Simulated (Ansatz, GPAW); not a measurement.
CdSe: programs and potentials compared

```xyz
2
Lattice="0.0000 3.0703 3.0703 3.0703 0.0000 3.0703 3.0703 3.0703 0.0000" Properties=species:S:1:pos:R:3 pbc="T T T"
Cd    0.0000    0.0000    0.0000
Se    1.5351    1.5351    1.5351
```

The cell is a database's computed one, not the measured one.

Alike in all runs: task single point; functional PBE; k mesh 8 × 8 × 8; occupations gaussian, width 0.017 eV; no spin polarisation; no spin-orbit coupling. Pressure is positive in compression and, in plane waves, holds the error of the finite cutoff, which Ansatz's Pulay term estimates and takes out.

| program and potentials | plane-wave cutoff (eV) | notes | band gap (eV) | pressure (GPa) |
| --- | --- | --- | --- | --- |
| Ansatz, Ansatz PAW | 420 | 18 valence electrons an atom on average | ? | ? |
| GPAW, GPAW PAW data sets (gpaw-data 1.2.1) | 600 | 9 valence electrons an atom on average | 0.54 | 1.07 |
| Ansatz, all-electron LAPW, scalar-relativistic | - | - | 0.55 | 1.30 |

Problem. Estimate from the other rows what the run with Ansatz, Ansatz PAW gave.

Solution. Band gap 0.55 eV; pressure 1.29 GPa. Its pressure holds a Pulay term of +0.03 GPa. The other rows, which needn't bracket it: band gap 0.54 to 0.55; pressure 1.07 to 1.30.
